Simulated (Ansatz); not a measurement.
A plane-wave DFT run in Ansatz 0.2.0 (scalar-relativistic PAW potentials unless the input names others): input and command.

```yaml
crystal:
  lattice:
    - [4.962329544, 0.0, 0.0]
    - [-2.481164772, 4.297503447, 0.0]
    - [0.0, 0.0, 3.08623225]
  atoms:
    - { symbol: Hf, position: [0.66666667, 0.33333333, 0.5] }
    - { symbol: Hf, position: [0.33333333, 0.66666667, 0.5] }
    - { symbol: Hf, position: [0.0, 0.0, 0.0] }
basis:
  ecutwfc: 420
kpoints:
  mp_grid: { grid: [1, 1, 1] }
hamiltonian:
  xc: pbesol
scf:
  occupations: { method: gaussian, width: 0.1 }
  max_iter: 60
output:
  forces: true
  eigenvalues: true
  stress: true
relax:
  adjacent_minimum: "off"
  f_tol: 0.005
  max_steps: 80
  cell: { stress_tol: 0.05 }
```

```bash
ansatz run input.yaml --threads 1 --pin off --max-ram 2560MiB --backend cpu --events-out ev --progress --plain --runs-dir out
```

Abridged log:
```
Basis set: ecut = 420 eV, 1301 PW (Γ), exchange–correlation on 72×72×48 points (8 copies of the dense FFT grid, shifted against one another)
Bands: 47, of which v1, the nominal top of the filled ones, is band 39 counted from 1 (38 counted from 0)
Symmetry: 24 space group operations
k-points: 1
SCF iter   1: F=—  HF=-46792.484636 eV  |F-HF|=—  |Δ(HF+E_count)|=         —  Δρ=6.13e-2  dr2=2.42e0  ethr=1.77e-3  ⟨swp⟩=5.0  Hψ=138  notcnv=0
SCF iter   2: F=—  HF=-46792.499439 eV  |F-HF|=—  |Δ(HF+E_count)|=   1.48e-2  Δρ=3.94e-2  dr2=1.36e0  ethr=1.77e-3  ⟨swp⟩=2.0  Hψ=60  notcnv=0
SCF iter   3: F=—  HF=-46792.356227 eV  |F-HF|=—  |Δ(HF+E_count)|=   1.43e-1  Δρ=1.95e-2  dr2=1.18e-1  ethr=1.74e-3  ⟨swp⟩=1.0  Hψ=45  notcnv=0
SCF iter   4: F=—  HF=-46792.356082 eV  |F-HF|=—  |Δ(HF+E_count)|=   1.45e-4  Δρ=1.40e-2  dr2=2.23e-1  ethr=1.51e-4  ⟨swp⟩=1.0  Hψ=45  notcnv=0
SCF iter   5: F=—  HF=-46792.347241 eV  |F-HF|=—  |Δ(HF+E_count)|=   8.84e-3  Δρ=2.27e-3  dr2=3.92e-3  ethr=1.51e-4  ⟨swp⟩=1.0  Hψ=45  notcnv=0
SCF iter   6: F=—  HF=-46792.347200 eV  |F-HF|=—  |Δ(HF+E_count)|=   4.16e-5  Δρ=6.91e-4  dr2=4.00e-4  ethr=5.02e-6  ⟨swp⟩=2.0  Hψ=59  notcnv=0
SCF iter   7: F=—  HF=-46792.347111 eV  |F-HF|=—  |Δ(HF+E_count)|=   8.85e-5  Δρ=8.12e-4  dr2=8.31e-4  ethr=5.13e-7  ⟨swp⟩=2.0  Hψ=66  notcnv=0
SCF iter   8: F=—  HF=-46792.347091 eV  |F-HF|=—  |Δ(HF+E_count)|=   2.02e-5  Δρ=3.60e-4  dr2=1.70e-4  ethr=5.13e-7  ⟨swp⟩=1.0  Hψ=45  notcnv=0
   ...
SCF iter   5: F=-46795.748858 eV  HF=-46795.748858 eV  |F-HF|=1.95e-8  |Δ(HF+E_count)|=   1.64e-7  Δρ=8.74e-6  dr2=5.12e-8  ethr=3.47e-10  ⟨swp⟩=2.0  Hψ=85  notcnv=0
SCF iter   6: F=-46795.748858 eV  HF=-46795.748858 eV  |F-HF|=3.46e-9  |Δ(HF+E_count)|=  7.28e-10  Δρ=1.48e-6  dr2=2.72e-9  ethr=6.57e-11  ⟨swp⟩=2.0  Hψ=162  notcnv=0
SCF 10 converged in 6 iterations: F = -46795.748858 eV  dr2 = 2.72e-9
relax step  10: F+E_penalty+E_count = -46795.74885803 eV  Δ(F+E_penalty+E_count) = -1.282e-4 eV  max|allowed force component| = 3.238e-25 eV/Å  Δτ_max = 0.0000 Å  P = +0.005 GPa  Ω = 85.245 Å³  energy of the carried Pulay correction = -2.265e-4 eV  (6 SCF iters, dr2 threshold 1.48e-7 eV, accepted)
SCF iter   1: F=—  HF=-46795.749224 eV  |F-HF|=—  |Δ(HF+E_count)|=         —  Δρ=2.86e-5  dr2=8.86e-8  ethr=2.69e-8  ⟨swp⟩=4.0  Hψ=270  notcnv=0
SCF iter   2: F=—  HF=-46795.749195 eV  |F-HF|=—  |Δ(HF+E_count)|=   2.93e-5  Δρ=2.14e-5  dr2=1.77e-7  ethr=1.14e-10  ⟨swp⟩=3.0  Hψ=118  notcnv=0
SCF iter   3: F=—  HF=-46795.749195 eV  |F-HF|=—  |Δ(HF+E_count)|=   5.69e-8  Δρ=1.10e-5  dr2=3.47e-8  ethr=1.14e-10  ⟨swp⟩=2.0  Hψ=87  notcnv=0
SCF iter   4: F=—  HF=-46795.749195 eV  |F-HF|=—  |Δ(HF+E_count)|=   2.94e-9  Δρ=1.68e-6  dr2=8.88e-10  ethr=4.45e-11  ⟨swp⟩=2.0  Hψ=84  notcnv=0
SCF iter   5: F=—  HF=-46795.749195 eV  |F-HF|=—  |Δ(HF+E_count)|=  4.44e-10  Δρ=3.16e-7  dr2=7.23e-11  ethr=1.14e-12  ⟨swp⟩=2.0  Hψ=87  notcnv=0
SCF iter   6: F=-46795.749195 eV  HF=-46795.749195 eV  |F-HF|=2.91e-11  |Δ(HF+E_count)|=  3.64e-11  Δρ=1.48e-7  dr2=9.21e-12  ethr=1.00e-12  ⟨swp⟩=6.0  Hψ=251  notcnv=0
SCF 11 converged in 6 iterations: F = -46795.749195 eV  dr2 = 9.21e-12
SCF converged after 6 iterations
Free energy (F): -46795.749195 eV
Harris-Foulkes:  -46795.749195 eV  (|F-HF|=2.91e-11)
Internal energy: -46795.569454 eV  (E = F + TS)
E sigma→0 (E₀):  -46795.659325 eV
Entropy (-TS):   -0.179741 eV (-59.914 meV/atom)
Fermi energy:    13.801645 eV
--- Forces (eV/Å), atoms counted from 1 ---
  atom   1  Hf     0.00000000     0.00000000     0.00000000
  atom   2  Hf     0.00000000     0.00000000     0.00000000
  atom   3  Hf     0.00000000     0.00000000     0.00000000
--- Stress (GPa, compression-positive) ---
        0.005087       0.000000       0.000000
        0.000000       0.005087       0.000000
        0.000000       0.000000       0.000504
  P = ⅓ Tr σ = 0.0036 GPa (0.036 kbar)
--- Relaxed structure (9 steps of the walk, 9 accepted, 2 SCFs on fresh bases) ---
  F+E_penalty+E_count = -46795.74919509 eV   max|allowed force component| = 3.613e-27 eV/Å   (the final SCF, on the basis selected at the relaxed cell)
  cell:  # Å, volume = 85.2446 Å³
    - [5.91927379, 0.0, 0.0]
    - [-2.95963689, 5.12624147, 0.0]
    - [0.0, 0.0, 2.80930659]
  atoms:
    - { symbol: Hf, position: [0.66666666, 0.33333333, 0.50000000] }
    - { symbol: Hf, position: [0.33333333, 0.66666666, 0.50000000] }
    - { symbol: Hf, position: [0.0, 0.0, 0.0] }
```

**Question.** What should be changed?

**Answer.** The fault is one k-point for a small cell (kpoints.mp_grid.grid: [12, 12, 14] → [1, 1, 1], the first being the value of the sound run). Setting it back cures it. The run converged all the same, with an energy at zero smearing 562 meV/atom below the reference's, a relaxed volume of 28.41 Å³/atom, pressure 0.00 GPa, largest force 0.000 eV/Å, no gap on the mesh, so convergence alone doesn't show that an input is right. A reference run from the same start on usual settings converged, and the end of its own relaxation has a relaxed volume of 21.38 Å³/atom, pressure 0.01 GPa, largest force 0.000 eV/Å, no gap on the mesh.

It took 6.1 s on 1 thread of Intel(R) Xeon(R) Platinum 8488C (Sapphire Rapids), with other jobs on the host, peak memory 0.36 GiB.